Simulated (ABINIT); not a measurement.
A run of ABINIT 10.8.3 (patched build) is set up as follows.

Contents of run.abi:

```
# Datasets: one volume each
ndtset 7
getwfk -1
scalecart1 3*0.9795861087
scalecart2 3*0.9864848297
scalecart3 3*0.9932883884
scalecart4 3*1.0000000000
scalecart5 3*1.0066227096
scalecart6 3*1.0131594038
scalecart7 3*1.0196128224

# Pseudopotentials
pp_dirpath "./"
pseudos "Rh.GGA_PBE-JTH.xml"

# Structure
acell 5.0719591737 5.0719591737 5.0719591737
rprim
     0.0000000000     0.7071067812     0.7071067812
     0.7071067812     0.0000000000     0.7071067812
     0.7071067812     0.7071067812     0.0000000000
ntypat 1
znucl 45
natom 1
typat 1
xred
     0.0000000000     0.0000000000     0.0000000000

# Plane-wave basis
ecut 15.0
pawecutdg 30.0

# k points
kptopt 1
ngkpt 12 12 12
nshiftk 1
shiftk 0.0 0.0 0.0

# Exchange and correlation
ixc -116133

# Bands and occupations
nband 13
occopt 3
tsmear 0.00183747

# SCF cycle
nstep 100
tolvrs 1.0e-9

# Output
iomode 3
prtwf 1
prtden 0
prteig 0
prtebands 0
enunit 1
```

Potentials or basis: JTH PAW PBE v2.0.

Run with:

```bash
$ abinit run.abi > log 2>&1
```

**Question.** What does it give for the bulk modulus?

**Answer.** 293 GPa.

**Question.** What does it give for the pressure derivative of the bulk modulus?

**Answer.** 5.7 (rough: it moves with the points fitted).

**Question.** What does it give for the equilibrium volume?

**Answer.** 13.51 Å³/atom.

Energy against volume, from the lowest point:
```csv
volume (Å³/atom),energy (meV/atom)
12.851,32.14
13.125,9.80
13.398,0.00
13.671,0.90
13.945,10.93
14.218,29.20
14.492,54.78
```

Caveat: pressures at fixed basis lie under the slope of the energies; the PAW data sets were made with another functional, which shifts forces and pressure a little.

**Measured values to compare with.**

From “Thermal equation of state of rhodium characterized by XRD in a resistively heated diamond anvil cell”, 2024, pmc:11535440, for a bulk crystal of Rh: bulk modulus 264 ± 1 GPa.

Measured bulk modulus of Rh: 264 GPa (quoted in “Thermal equation of state of rhodium characterized by XRD in a resistively heated diamond anvil cell”, 2024, pmc:11535440). This calculation gives 293 GPa (+11.0 %). The fit is for a static lattice scaled at fixed shape and fixed fractional positions.
